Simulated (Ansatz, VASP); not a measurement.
## Two plane-wave programs on Pb

File INCAR:

```
SYSTEM = Pb
  PREC = Accurate
  ENCUT = 600
  EDIFF = 1E-7
  ISMEAR = -1
  SIGMA = 0.1
  LREAL = .False.
  LASPH = .True.
  NELM = 60
  ALGO = Normal
  ISIF = 3
  LWAVE = .False.
  LCHARG = .False.
  IBRION = 2
  NSW = 80
  EDIFFG = -0.01
```

The input KPOINTS:

```
Automatic mesh
0
Gamma
  8 8 8
  0 0 0
```

The input POSCAR:

```
Pb
1.0
    0.0000000000      3.4467278281      3.4467278281
    3.4467278281      0.0000000000      3.4467278281
    3.4467278281      3.4467278281      0.0000000000
Pb
2
Direct
    0.1250000000      0.1250000000      0.1250000000
    0.8750000000      0.8750000000      0.8750000000
```

Input for Ansatz:

```yaml
crystal:
  lattice:
    - [0.0, 3.4467278281, 3.4467278281]
    - [3.4467278281, 0.0, 3.4467278281]
    - [3.4467278281, 3.4467278281, 0.0]
  atoms:
    - { symbol: Pb, position: [0.125, 0.125, 0.125] }
    - { symbol: Pb, position: [0.875, 0.875, 0.875] }
hamiltonian:
  xc: lda
  pseudopotentials:
    kind: paw
    azcp:
      Pb: "pseudopotentials/Pb.paw.azcp"
basis:
  ecutwfc: 420
  fft_grid_basis: typed
kpoints:
  mp_grid: { grid: [8, 8, 8], shift: [0, 0, 0] }
magnetization:
  spin_polarized: false
scf:
  occupations: { method: fermi_dirac, width: 0.1 }
relax:
  max_steps: 60
  f_tol: 0.01
  cell: {}
```

The cell was built by a generator and needn't be a form met in nature.

Alike in both runs: task relaxation of cell and atoms; functional LDA; k mesh 8 × 8 × 8; occupations fermi-dirac, width 0.1 eV; no spin polarisation.

```csv
,VASP,Ansatz
version,VASP 6.6.1,Ansatz 0.2.0
potentials or method,"VASP PAW LDA potentials, release 64 (Pb_d)","plane waves (420 eV) with PAW, scalar-relativistic"
plane-wave cutoff (eV),600,420
valence electrons in the cell,28,28
```

|  | VASP | Ansatz | Ansatz less VASP |
| --- | --- | --- | --- |
| relaxed volume (Å³/atom) | 39.87 | 39.78 | -0.089 |
| relaxed cell length with the largest relative difference (Å) | 4.831 | 4.828 | -0.0036 |
| energy change over the relaxation (meV/atom) | -3 | -3 | -0.6 |

Ansatz warned: «pseudo_functional_mismatch».

The runs have no spin-orbit coupling, so splittings on Pb are missing.
